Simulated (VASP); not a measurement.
**VASP 6.6.1 run: CaO**

INCAR

```
ENCUT = 600
LASPH = .TRUE.
ISIF = 2
LREAL = .FALSE.
NBANDS = 9
SIGMA = 0.02
ISMEAR = -1
GGA = PE
NSW = 0
LWAVE = .FALSE.
NELM = 50
LCHARG = .FALSE.
EDIFF = 1E-7
PREC = Accurate
IBRION = -1
```

KPOINTS

```
KPOINTS created by Atomic Simulation Environment
0
Gamma
10 10 10
0 0 0
```

POSCAR

```
Ca O
 1.0000000000000000
     0.0000000000000000    2.3256236101000001    2.4370317782000002
     2.3256236101000001    0.0000000000000000    2.4370317782000002
     2.3256236101000001    2.3256236101000001    0.0000000000000000
 Ca  O
   1   1
Cartesian
  0.0000000000000000  0.0000000000000000  0.0000000000000000
  2.3256236101000001  2.3256236101000001  2.4370317782000002
```

The recommended PBE PAW datasets give the neutral cell 16 valence electrons.

Command

```
mpirun -np 1 vasp_std
```

**Question.** How does this run end, and what does it give?

**Answer.** It converged. Results: gap between bands v and c on the k mesh 3.53 eV; least direct gap on the k mesh 3.92 eV; pressure 9.4 GPa. Band v is the last that the valence electrons fill when counted band by band, and c is the next.

OSZICAR

```
N       E                     dE             d eps       ncg     rms          rms(c)
DAV:   1     0.151071758633E+03    0.15107E+03   -0.99802E+03  1836   0.205E+03
DAV:   2    -0.579753324964E+01   -0.15687E+03   -0.15382E+03  2333   0.428E+02
DAV:   3    -0.142355246110E+02   -0.84380E+01   -0.82757E+01  2201   0.980E+01
DAV:   4    -0.144605288620E+02   -0.22500E+00   -0.22473E+00  2494   0.151E+01
DAV:   5    -0.144677633887E+02   -0.72345E-02   -0.72317E-02  2329   0.240E+00    0.860E+00
DAV:   6    -0.127514284362E+02    0.17163E+01   -0.12815E+01  1931   0.372E+01    0.365E+00
DAV:   7    -0.127298719694E+02    0.21556E-01   -0.99411E-01  2326   0.113E+01    0.167E+00
DAV:   8    -0.127284925529E+02    0.13794E-02   -0.66117E-02  2298   0.376E+00    0.289E-01
DAV:   9    -0.127298000173E+02   -0.13075E-02   -0.17474E-02  2525   0.128E+00    0.144E-01
DAV:  10    -0.127301138704E+02   -0.31385E-03   -0.12249E-03  1954   0.412E-01    0.251E-02
DAV:  11    -0.127301563309E+02   -0.42461E-04   -0.99057E-05  2292   0.111E-01    0.119E-02
DAV:  12    -0.127301550333E+02    0.12976E-05   -0.20760E-05  2781   0.570E-02    0.220E-03
DAV:  13    -0.127301549355E+02    0.97791E-07   -0.68438E-07  2087   0.125E-02
   1 F= -.12730155E+02 E0= -.12730155E+02  d E =-.130353E-12
```

For comparison, a separate PBE run of the intended cell, on usual settings and not on those above, gives a gap of 3.53 eV on its mesh and a pressure of 9.5 GPa.
